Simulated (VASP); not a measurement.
# NaCl (Fm-3m) in VASP: a series of runs

One crystal, NaCl, is run at these levels: PBEsol, LDA; tasks: relaxation of cell and atoms.

All numbers are computed with VASP 6.6.1; they aren't measurements. Logs are shortened: lines on timing, memory, paths and dates and some standing lists are left out, and cuts for length are marked.

**1. Starting point**

It takes space group Fm-3m (No. 225, cubic). The conventional cell has a = 5.687 Å, b = 5.687 Å, c = 5.687 Å, α = 90.00°, β = 90.00°, γ = 90.00°. Na (site symmetry m-3m) is surrounded by 6 Cl at 2.84 Å. Around Cl (site symmetry m-3m) lie 6 Na at 2.84 Å.

**2. Relaxation of cell and atoms, PBEsol**

Contents of INCAR:

```
SYSTEM = NaCl
PREC = Accurate ; ENCUT = 600
EDIFF = 1E-7 ; ISMEAR = 0
SIGMA = 0.02 ; LREAL = .FALSE.
LASPH = .TRUE. ; NELM = 60
ALGO = Normal ; ISIF = 3
LWAVE = .FALSE. ; LCHARG = .FALSE.
GGA = PS ; IBRION = 2
NSW = 90 ; EDIFFG = -0.005
```

Contents of KPOINTS:

```
Automatic mesh
0
G
  8 8 8
  0 0 0
```

Contents of POSCAR:

```
NaCl
1.0
    0.0000000000      2.8434500000      2.8434500000
    2.8434500000      0.0000000000      2.8434500000
    2.8434500000      2.8434500000      0.0000000000
Na Cl
1 1
Direct
    0.0000000000      0.0000000000      0.0000000000
    0.5000000000      0.5000000000      0.5000000000
```

Potentials or basis: VASP PAW PBE potentials, release 64 (Na_pv, Cl).

Started as:

```bash
$ cat potpaw_PBE.64/Na_pv/POTCAR potpaw_PBE.64/Cl/POTCAR > POTCAR
$ mpirun -np 1 vasp_std > vasp.out
```

OUTCAR:

```text
SYSTEM = NaCl
   PREC = Accurate
   ENCUT = 600
   EDIFF = 1E-7
   ISMEAR = 0
   LREAL = .FALSE.
   LASPH = .TRUE.
   NELM = 60
   ISIF = 3
   GGA = PS
   IBRION = 2
   NSW = 90
   EDIFFG = -0.005

 ion  position               nearest neighbor table
   1  0.000  0.000  0.000-
   2  0.500  0.500  0.500-

  LATTYP: Found a face centered cubic cell.
 ALAT       =     5.6869000000

  Lattice vectors:

 A1 = (   0.0000000000,   2.8434500000,   2.8434500000)
 A2 = (   2.8434500000,   0.0000000000,   2.8434500000)
 A3 = (   2.8434500000,   2.8434500000,   0.0000000000)

Analysis of symmetry for initial positions (statically):
=====================================================================
 Subroutine PRICEL returns:
 Original cell was already a primitive cell.

 Routine SETGRP: Setting up the symmetry group for a
 face centered cubic supercell.

 Subroutine GETGRP returns: Found 48 space group operations
 (whereof 48 operations were pure point group operations)
 out of a pool of 48 trial point group operations.

The static configuration has the point symmetry O_h .

Analysis of symmetry for dynamics (positions and initial velocities):
=====================================================================
 Subroutine PRICEL returns:
 Original cell was already a primitive cell.

 Routine SETGRP: Setting up the symmetry group for a
 face centered cubic supercell.

 Subroutine GETGRP returns: Found 48 space group operations
 (whereof 48 operations were pure point group operations)
 out of a pool of 48 trial point group operations.

The dynamic configuration has the point symmetry O_h .

 Subroutine INISYM returns: Found 48 space group operations
 (whereof 48 operations are pure point group operations),
 and found     1 'primitive' translations

----------------------------------------------------------------------------------------

                                     Primitive cell

  volume of cell :      45.9798

  direct lattice vectors                    reciprocal lattice vectors
     0.000000000  2.843450000  2.843450000    -0.175842726  0.175842726  0.175842726
     2.843450000  0.000000000  2.843450000     0.175842726 -0.175842726  0.175842726
[... 101 lines left out ...]
   EFERMI_NEDOS =   21; number of points for ismear=-14 and -15
   IALGO  =     38    algorithm
   IMIX   =      4    mixing-type and parameters
     AMIX     =   0.40;   BMIX     =  1.00
     AMIX_MAG =   1.60;   BMIX_MAG =  1.00
  volume/ion in A,a.u.               =      22.99       155.14
  Fermi-wavevector in a.u.,A,eV,Ry     =   1.101358  2.081265 16.503729  1.212990
  Thomas-Fermi vector in A             =   2.237784
   LORBIT       =      0    0 simple, 1 ext, 2 COOP (PROOUT), +10 PAW based schemes
   GGA     = PS    functional components
   LHFCALC =     F    Hartree Fock is set to
   AEXX    =    0.0000 exact exchange contribution
   IVDW    =     0    specifies the selected vdW correction
   LEPSILON=     F    determine dielectric tensor
   LRPA    =     F    only Hartree local field effects (RPA)
 conjugate gradient relaxation of ions
 non-spin polarized calculation
 Gauss-broadening in eV      SIGMA  =   0.02
  energy-cutoff  :      600.00
  volume of cell :       45.98
 maximum number of plane-waves:      1572
   NGX = 17   NGY = 17   NGZ = 17

--------------------------------------- Ionic step        1  -------------------------------------------

 number of electron      13.9999998 magnetization

 Free energy of the ion-electron system (eV)
  ---------------------------------------------------
  ext. energy  EPLUGINS =         0.00000000
  ---------------------------------------------------
  free energy    TOTEN  =        -6.99242765 eV

  energy without entropy =       -6.99242765  energy(sigma->0) =       -6.99242765

------------------------ aborting loop because EDIFF is reached ----------------------------------------

  FORCE on cell =-STRESS in cart. coord.  units (eV):
  Direction    XX          YY          ZZ          XY          YZ          ZX
  --------------------------------------------------------------------------------------
  -------------------------------------------------------------------------------------
  Total       -0.2913312     -0.2913312     -0.2913312     -0.0000000      0.0000000      0.0000000
  in kB      -10.1515137    -10.1515137    -10.1515137     -0.0000000      0.0000000      0.0000000
  external PRESSURE =     -10.1515137 kB  Pullay stress =       0.0000000 kB
[... 59 lines left out ...]
--------------------------------------- Ionic step        3  -------------------------------------------

 number of electron      14.0000009 magnetization

 Free energy of the ion-electron system (eV)
  ---------------------------------------------------
  ext. energy  EPLUGINS =         0.00000000
  ---------------------------------------------------
  free energy    TOTEN  =        -6.99890548 eV

  energy without entropy =       -6.99890548  energy(sigma->0) =       -6.99890548

 E-fermi :  -0.6036     XC(G=0):  -8.4105

 val. band max:       -0.6834650477   @ k =   0.0000   0.0000   0.0000
 cond. band min:       4.3131176194   @ k =   0.0000   0.0000   0.0000
 fundamental gap:      4.9965826670
 Fermi energy:        -0.6036410008

 k-point     1 :       0.0000    0.0000    0.0000
  band No.  band energies     occupation
      1     -21.3023      2.00000
      2     -21.3023      2.00000
      3     -21.3023      2.00000
      4     -13.3680      2.00000
      5      -0.6835      2.00000
      6      -0.6835      2.00000
      7      -0.6835      2.00000
      8       4.3131      0.00000
      9      10.3310      0.00000
     10      10.3310      0.00000
     11      10.3310      0.00000
[... 309 lines left out ...]
 k-point    24 :      -0.3750    0.2500    0.1250
  band No.  band energies     occupation
      1     -21.3290      2.00000
      2     -21.3115      2.00000
      3     -21.3072      2.00000
      4     -12.9695      2.00000
      5      -2.4232      2.00000
      6      -1.4913      2.00000
      7      -1.1181      2.00000
      8       7.5070      0.00000
      9       8.8469      0.00000
     10       9.4830      0.00000
     11      11.0039      0.00000

 [... further k-points ...]

------------------------ aborting loop because EDIFF is reached ----------------------------------------

  FORCE on cell =-STRESS in cart. coord.  units (eV):
  Direction    XX          YY          ZZ          XY          YZ          ZX
  --------------------------------------------------------------------------------------
  -------------------------------------------------------------------------------------
  Total       -0.0089034     -0.0089034     -0.0089034      0.0000000      0.0000000      0.0000000
  in kB       -0.3236527     -0.3236527     -0.3236527      0.0000000      0.0000000      0.0000000
  external PRESSURE =      -0.3236527 kB  Pullay stress =       0.0000000 kB
[... 17 lines left out ...]
  FREE ENERGIE OF THE ION-ELECTRON SYSTEM (eV)
  ---------------------------------------------------
  free  energy   TOTEN  =        -6.9989054799 eV

  energy  without entropy=       -6.9989054799  energy(sigma->0) =       -6.99890548

 reached required accuracy - stopping structural energy minimisation
```

CONTCAR:

```text
NaCl
   1.00000000000000
    -0.0000000000000000    2.8036202225573299    2.8036202225573299
     2.8036202225573299   -0.0000000000000000    2.8036202225573299
     2.8036202225573299    2.8036202225573299    0.0000000000000000
  Na              Cl
     1     1
Direct
     0.0000000000000000    0.0000000000000000    0.0000000000000000
     0.5000000000000000    0.5000000000000000    0.5000000000000000

  0.00000000E+00  0.00000000E+00  0.00000000E+00
  0.00000000E+00  0.00000000E+00  0.00000000E+00
```

Run time: 18 s. Hardware: 1 thread of Intel Xeon Platinum 8559C (Emerald Rapids), shared host; peak memory 0.17 GiB.

Results:

```
Free energy                            : -6.9989 eV
Relaxed volume                         : 22.04 Å³/atom
Relaxed cell                           : a = 3.965 Å, b = 3.965 Å, c = 3.965 Å, α = 60.00°, β = 60.00°, γ = 60.00°
Space group after relaxing (to 0.05 Å) : Fm-3m (No. 225)
Energy gained by relaxing              : 3.2 meV/atom
Ionic steps                            : 3
Pressure after relaxing                : 0.0 GPa
Band gap on the k mesh                 : 5.00 eV, direct
```

The path:
| step | energy change (eV) | largest force (eV/Å) | pressure (GPa) | volume (Å³) |
| --- | --- | --- | --- | --- |
| 1 | 0.0000 | 0.0000 | -1.02 | 45.98 |
| 2 | -0.0047 | 0.0000 | -0.55 | 45.02 |
| 3 | -0.0065 | 0.0000 | -0.03 | 44.07 |

Final structure:
```
Na Cl
1.0
     0.00000    2.80362    2.80362
     2.80362    0.00000    2.80362
     2.80362    2.80362    0.00000
Na Cl
1 1
Direct
  0.00000 0.00000 0.00000
  0.50000 0.50000 0.50000
```

Caveat: the PAW data sets were made with another functional, which shifts forces and pressure a little.

**3. Relaxation of cell and atoms, LDA**

INCAR: that of step 2 with these lines changed.

```diff
@@ -7,3 +7,3 @@
 LWAVE = .FALSE. ; LCHARG = .FALSE.
-GGA = PS ; IBRION = 2
+GGA = CA ; IBRION = 2
 NSW = 90 ; EDIFFG = -0.005
```

KPOINTS is that of step 2.

POSCAR is that of step 2.

Potentials or basis: VASP PAW LDA potentials, release 64 (Na_pv, Cl).

Started as:

```bash
$ cat potpaw_LDA.64/Na_pv/POTCAR potpaw_LDA.64/Cl/POTCAR > POTCAR
$ mpirun -np 1 vasp_std > vasp.out
```

Wall time 19 s (1 thread of Intel Xeon Platinum 8559C (Emerald Rapids), shared host); peak memory 0.15 GiB.

It converged, with:

```
Free energy                            : -7.3899 eV
Relaxed volume                         : 20.40 Å³/atom
Relaxed cell                           : a = 3.864 Å, b = 3.864 Å, c = 3.864 Å, α = 60.00°, β = 60.00°, γ = 60.00°
Space group after relaxing (to 0.05 Å) : Fm-3m (No. 225)
Energy gained by relaxing              : 26.0 meV/atom
Ionic steps                            : 4
Pressure after relaxing                : 0.0 GPa
Band gap on the k mesh                 : 5.08 eV, direct
```

Step by step:
| step | energy change (eV) | largest force (eV/Å) | pressure (GPa) | volume (Å³) |
| --- | --- | --- | --- | --- |
| 1 | 0.0000 | 0.0000 | -2.88 | 45.98 |
| 2 | -0.0387 | 0.0000 | -1.64 | 43.28 |
| 3 | -0.0519 | 0.0000 | -0.20 | 41.07 |
| 4 | -0.0521 | 0.0000 | 0.01 | 40.79 |

Final structure:
```
Na Cl
1.0
     0.00000    2.73227    2.73227
     2.73227    0.00000    2.73227
     2.73227    2.73227    0.00000
Na Cl
1 1
Direct
  0.00000 0.00000 0.00000
  0.50000 0.50000 0.50000
```

Levels at points of the mesh, in eV from the valence-band top:
| k point | band 4 | band 5 | band 6 | band 7 | band 8 | band 9 | band 10 | band 11 |
| --- | --- | --- | --- | --- | --- | --- | --- | --- |
| (0.00, 0.00, 0.00) | -12.82 | 0.00 | 0.00 | 0.00 | 5.08 | 10.93 | 10.93 | 10.93 |
| (0.50, 0.00, 0.00) | -12.35 | -2.33 | -0.33 | -0.33 | 7.05 | 10.90 | 10.90 | 11.05 |
| (0.50, 0.50, 0.00) | -12.30 | -2.01 | -0.72 | -0.72 | 7.44 | 7.64 | 11.62 | 15.19 |

Caveat: the volume moved by -11 % from the deposited cell, more than functionals usually miss. Zero-point motion and thermal expansion aren't in these numbers.
